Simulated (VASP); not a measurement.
# TePb (Fm-3m) in VASP: single point with PBE

Aim: the single point of TePb with PBE.

Program: VASP 6.6.1. These are calculated values, not measurements. Logs are shortened: lines on timing, memory, paths and dates and some standing lists are left out, and cuts for length are marked.

**Measured values to compare with.**

A printed reference work, monograph reports, for a bulk crystal of TePb at 4.2 K: band gap 0.19 eV (direct).

The results are compared with them further down.

### Step 1. The crystal as given

The structure is cubic, space group Fm-3m (No. 225). The conventional cell has a = 6.542 Å, b = 6.542 Å, c = 6.542 Å, α = 90.00°, β = 90.00°, γ = 90.00°. Te (site symmetry m-3m) is surrounded by 6 Pb at 3.27 Å. Around Pb (site symmetry m-3m) lie 6 Te at 3.27 Å.

The cell is a database's computed one.

### Step 2. Single point, PBE

INCAR

```
ALGO = Fast
EDIFF = 1E-7
ENCUT = 520
GGA = PE
ISIF = 2
ISMEAR = 0
LASPH = True
LCHARG = False
LREAL = False
LWAVE = False
NBANDS = 17
NELM = 100
PREC = Accurate
SIGMA = 0.1
```

KPOINTS

```
k-points
0
Gamma
  4 4 4
```

POSCAR

```
TePb
1.0
    0.0000000000      3.2708969100      3.2708969100
    3.2708969100      0.0000000000      3.2708969100
    3.2708969100      3.2708969100      0.0000000000
Te Pb
1 1
Direct
    0.0000000000      0.0000000000      0.0000000000
    0.5000000000      0.5000000000      0.5000000000
```

Potentials or basis: VASP PAW PBE potentials, release 64 (Te, Pb_d).

Command:

```console
> cat potpaw_PBE.64/Te/POTCAR potpaw_PBE.64/Pb_d/POTCAR > POTCAR
> mpirun -np 1 vasp_std > vasp.out
```

OUTCAR:

```text
EDIFF = 1E-7
   ENCUT = 520
   GGA = PE
   ISIF = 2
   ISMEAR = 0
   LASPH = True
   LREAL = False
   NELM = 100
   PREC = Accurate

 ion  position               nearest neighbor table
   1  0.000  0.000  0.000-   2 3.27   2 3.27   2 3.27   2 3.27   2 3.27   2 3.27
   2  0.500  0.500  0.500-   1 3.27   1 3.27   1 3.27   1 3.27   1 3.27   1 3.27

  LATTYP: Found a face centered cubic cell.
 ALAT       =     6.5417938200

  Lattice vectors:

 A1 = (   0.0000000000,   3.2708969100,   3.2708969100)
 A2 = (   3.2708969100,   0.0000000000,   3.2708969100)
 A3 = (   3.2708969100,   3.2708969100,   0.0000000000)

Analysis of symmetry for initial positions (statically):
=====================================================================
 Subroutine PRICEL returns:
 Original cell was already a primitive cell.

 Routine SETGRP: Setting up the symmetry group for a
 face centered cubic supercell.

 Subroutine GETGRP returns: Found 48 space group operations
 (whereof 48 operations were pure point group operations)
 out of a pool of 48 trial point group operations.

The static configuration has the point symmetry O_h .

Analysis of symmetry for dynamics (positions and initial velocities):
=====================================================================
 Subroutine PRICEL returns:
 Original cell was already a primitive cell.

 Routine SETGRP: Setting up the symmetry group for a
 face centered cubic supercell.

 Subroutine GETGRP returns: Found 48 space group operations
 (whereof 48 operations were pure point group operations)
 out of a pool of 48 trial point group operations.

The dynamic configuration has the point symmetry O_h .

 Subroutine INISYM returns: Found 48 space group operations
 (whereof 48 operations are pure point group operations),
 and found     1 'primitive' translations

----------------------------------------------------------------------------------------

                                     Primitive cell

  volume of cell :      69.9891

  direct lattice vectors                    reciprocal lattice vectors
     0.000000000  3.270896910  3.270896910    -0.152863271  0.152863271  0.152863271
     3.270896910  0.000000000  3.270896910     0.152863271 -0.152863271  0.152863271
     3.270896910  3.270896910  0.000000000     0.152863271  0.152863271 -0.152863271

  length of vectors
     4.625746771  4.625746771  4.625746771     0.264766952  0.264766952  0.264766952

  position of ions in fractional coordinates (direct lattice)
     0.000000000  0.000000000  0.000000000
     0.500000000  0.500000000  0.500000000

  ion indices of the primitive-cell ions
   primitive index   ion index
                 1           1
                 2           2

----------------------------------------------------------------------------------------

 KPOINTS: k-points

Automatic generation of k-mesh.
 Grid dimensions read from file:
 generate k-points for:    4    4    4

 Generating k-lattice:

  Cartesian coordinates                     Fractional coordinates (reciprocal lattice)
    -0.038215818  0.038215818  0.038215818     0.250000000  0.000000000  0.000000000
     0.038215818 -0.038215818  0.038215818     0.000000000  0.250000000  0.000000000
     0.038215818  0.038215818 -0.038215818     0.000000000  0.000000000  0.250000000

  Length of vectors
     0.066191738  0.066191738  0.066191738

  Shift w.r.t. Gamma in fractional coordinates (k-lattice)
     0.000000000  0.000000000  0.000000000

 Subroutine IBZKPT returns following result:
 ===========================================

 Found      8 irreducible k-points:

 Following reciprocal coordinates:
            Coordinates               Weight
  0.000000  0.000000  0.000000      1.000000
  0.250000  0.000000  0.000000      8.000000
  0.500000  0.000000  0.000000      4.000000
  0.250000  0.250000  0.000000      6.000000
  0.500000  0.250000  0.000000     24.000000
 -0.250000  0.250000  0.000000     12.000000
  0.500000  0.500000  0.000000      3.000000
 -0.250000  0.500000  0.250000      6.000000
   k-points           NKPTS =      8   k-points in BZ     NKDIM =      8   number of bands    NBANDS=     17
   number of dos      NEDOS =    301   number of ions     NIONS =      2
   total plane-waves  NPLWV =  46656
   dimension x,y,z NGX =    36 NGY =   36 NGZ =   36
   dimension x,y,z NGXF=    72 NGYF=   72 NGZF=   72
   ions per type =               1   1
   NGX,Y,Z   is equivalent  to a cutoff of  12.94, 12.94, 12.94 a.u.
   NGXF,Y,Z  is equivalent  to a cutoff of  25.88, 25.88, 25.88 a.u.
 SYSTEM =  unknown system
   PREC   = accura    normal or accurate (medium, high low for compatibility)
   ISTART =      0    job   : 0-new  1-cont  2-samecut
   ICHARG =      2    charge: 1-file 2-atom 10-const
   ISPIN  =      1    spin polarized calculation?
   LNONCOLLINEAR =      F non collinear calculations
   LSORBIT =      F    spin-orbit coupling
   LASPH  =      T    aspherical Exc in radial PAW
   ENCUT  =  520.0 eV  38.22 Ry    6.18 a.u.   8.60  8.60  8.60*2*pi/ulx,y,z
   NELM   =    100;   NELMIN=  2; NELMDL= -5     # of ELM steps
   EDIFF  = 0.1E-06   stopping-criterion for ELM
   LREAL  =      F    real-space projection
   EDIFFG = 0.1E-05   stopping-criterion for IOM
   NSW    =      0    number of steps for IOM
   IBRION =     -1    ionic relax: 0-MD 1-quasi-New 2-CG
   NFREE  =      0    steps in history (QN), initial steepest desc. (CG)
   ISIF   =      2    stress and relaxation
   ISYM   =      2    0-nonsym 1-usesym 2-fastsym
   POTIM  = 0.5000    time-step for ionic-motion
   TEBEG  =    0.0;   TEEND  =   0.0 temperature during run
   PSTRESS=    0.0 pullay stress
   NELECT =      20.0000    total number of electrons
   NUPDOWN=      -1.0000    fix difference up-down
   EMIN   =  10.00;   EMAX   =-10.00  energy-range for DOS
   EFERMI =   0.00;   METHOD = LEGACY
   ISMEAR =     0;   SIGMA  =   0.10  broadening in eV -4-tet -1-fermi 0-gaus
   EFERMI_NEDOS =   21; number of points for ismear=-14 and -15
   IALGO  =     68    algorithm
   IMIX   =      4    mixing-type and parameters
     AMIX     =   0.40;   BMIX     =  1.00
     AMIX_MAG =   1.60;   BMIX_MAG =  1.00
  volume/ion in A,a.u.               =      34.99       236.15
  Fermi-wavevector in a.u.,A,eV,Ry     =   1.078304  2.037700 15.820038  1.162740
  Thomas-Fermi vector in A             =   2.214239
   LORBIT       =      0    0 simple, 1 ext, 2 COOP (PROOUT), +10 PAW based schemes
   GGA     = PE    functional components
   LHFCALC =     F    Hartree Fock is set to
   AEXX    =    0.0000 exact exchange contribution
   IVDW    =     0    specifies the selected vdW correction
   LEPSILON=     F    determine dielectric tensor
   LRPA    =     F    only Hartree local field effects (RPA)
 non-spin polarized calculation
 RMM-DIIS sequential band-by-band and
 Gauss-broadening in eV      SIGMA  =   0.10
  energy-cutoff  :      520.00
  volume of cell :       69.99
 maximum number of plane-waves:      1893
 NGX is ok and might be reduce to    36
   NGX = 17   NGY = 17   NGZ = 17

 number of electron      20.0000001 magnetization

 Free energy of the ion-electron system (eV)
  ---------------------------------------------------
  ext. energy  EPLUGINS =         0.00000000
  ---------------------------------------------------
  free energy    TOTEN  =        -7.51419981 eV

  energy without entropy =       -7.51419981  energy(sigma->0) =       -7.51419981

 E-fermi :   5.5533     XC(G=0):  -9.1386

 val. band max:        5.1487209780   @ k =   0.5000   0.0000   0.0000
 cond. band min:       5.9569343995   @ k =   0.5000   0.0000   0.0000
 fundamental gap:      0.8082134215
 Fermi energy:         5.5533395910

 k-point     1 :       0.0000    0.0000    0.0000
  band No.  band energies     occupation
      1     -11.5165      2.00000
      2     -11.5165      2.00000
      3     -11.5097      2.00000
      4     -11.5097      2.00000
      5     -11.5097      2.00000
      6      -6.5645      2.00000
[... 9 lines left out ...]
     16      11.0355      0.00000
     17      12.6430      0.00000

 k-point     2 :       0.2500    0.0000    0.0000
  band No.  band energies     occupation
      1     -11.5223      2.00000
      2     -11.5223      2.00000
      3     -11.5084      2.00000
      4     -11.5025      2.00000
      5     -11.5025      2.00000
      6      -6.0733      2.00000
[... 9 lines left out ...]
     16      12.0972      0.00000
     17      15.4052      0.00000

 k-point     3 :       0.5000    0.0000    0.0000
  band No.  band energies     occupation
      1     -11.5289      2.00000
      2     -11.5289      2.00000
      3     -11.5073      2.00000
      4     -11.4947      2.00000
      5     -11.4947      2.00000
      6      -5.2237      2.00000
[... 9 lines left out ...]
     16      14.4086      0.00000
     17      14.4086      0.00000

 k-point     4 :       0.2500    0.2500    0.0000
  band No.  band energies     occupation
      1     -11.5374      2.00000
      2     -11.5138      2.00000
      3     -11.5117      2.00000
      4     -11.4989      2.00000
      5     -11.4989      2.00000
      6      -5.9225      2.00000
[... 9 lines left out ...]
     16      13.5812      0.00000
     17      13.5946      0.00000

 k-point     5 :       0.5000    0.2500    0.0000
  band No.  band energies     occupation
      1     -11.5468      2.00000
      2     -11.5172      2.00000
      3     -11.5096      2.00000
      4     -11.4954      2.00000
      5     -11.4918      2.00000
      6      -5.1394      2.00000
[... 9 lines left out ...]
     16      14.8221      0.00000
     17      15.5610      0.00000

 k-point     6 :      -0.2500    0.2500    0.0000
  band No.  band energies     occupation
      1     -11.5322      2.00000
      2     -11.5251      2.00000
      3     -11.5039      2.00000
      4     -11.4990      2.00000
      5     -11.4982      2.00000
      6      -5.3918      2.00000
[... 9 lines left out ...]
     16      13.7117      0.00000
     17      14.4926      0.00000

 k-point     7 :       0.5000    0.5000    0.0000
  band No.  band energies     occupation
      1     -11.5670      2.00000
      2     -11.5180      2.00000
      3     -11.5069      2.00000
      4     -11.4874      2.00000
      5     -11.4874      2.00000
      6      -5.0114      2.00000
[... 9 lines left out ...]
     16      15.8548      0.00000
     17      16.1306      0.00000

 k-point     8 :      -0.2500    0.5000    0.2500
  band No.  band energies     occupation
      1     -11.5520      2.00000
      2     -11.5175      2.00000
      3     -11.5032      2.00000
      4     -11.5032      2.00000
      5     -11.4875      2.00000
      6      -4.8645      2.00000
[... 9 lines left out ...]
     16      16.0568      0.00000
     17      16.1121      0.00000

------------------------ aborting loop because EDIFF is reached ----------------------------------------

  FORCE on cell =-STRESS in cart. coord.  units (eV):
  Direction    XX          YY          ZZ          XY          YZ          ZX
  --------------------------------------------------------------------------------------
  -------------------------------------------------------------------------------------
  Total        0.2020201      0.2020201      0.2020201     -0.0000000     -0.0000000     -0.0000000
  in kB        4.6246048      4.6246048      4.6246048     -0.0000000     -0.0000000     -0.0000000
  external PRESSURE =       4.6246048 kB  Pullay stress =       0.0000000 kB

 VOLUME and BASIS-vectors are now :
 -----------------------------------------------------------------------------
  energy-cutoff  :      520.00
  volume of cell :       69.99
      direct lattice vectors                 reciprocal lattice vectors
     0.000000000  3.270896910  3.270896910    -0.152863271  0.152863271  0.152863271
     3.270896910  0.000000000  3.270896910     0.152863271 -0.152863271  0.152863271
     3.270896910  3.270896910  0.000000000     0.152863271  0.152863271 -0.152863271

 POSITION                                       TOTAL-FORCE (eV/Angst)
 -----------------------------------------------------------------------------------
      0.00000      0.00000      0.00000        -0.000000     -0.000000     -0.000000
      3.27090      3.27090      3.27090         0.000000      0.000000      0.000000
 -----------------------------------------------------------------------------------
    total drift:                                0.000000      0.000000      0.000000

  FREE ENERGIE OF THE ION-ELECTRON SYSTEM (eV)
  ---------------------------------------------------
  free  energy   TOTEN  =        -7.5141998074 eV

  energy  without entropy=       -7.5141998069  energy(sigma->0) =       -7.51419981
```

It took 11 s on 1 thread of Intel Xeon 6975P-C (Granite Rapids), shared host; peak memory 0.2 GiB.

Results:

| Property | Result |
| --- | --- |
| Free energy | -7.5142 eV |
| Pressure | 0.5 GPa |
| Band gap on the k mesh | 0.81 eV, direct |

Caveat: spin-orbit coupling is left out, which as a rule narrows the gap of such compounds by several tenths of an eV.

### Step 3. Against experiment

Step 2. A measured gap of TePb is 0.19 eV (direct; 4.2 K; a printed reference work, monograph); the calculated 0.81 eV misses it by +0.62 eV. Spin-orbit coupling on Pb, Te is left out. The value is that of PBE on a finite k mesh, which can miss the band edges, without temperature or zero-point motion. The cell is a database's relaxed one, not the measured one, which moves gaps too.
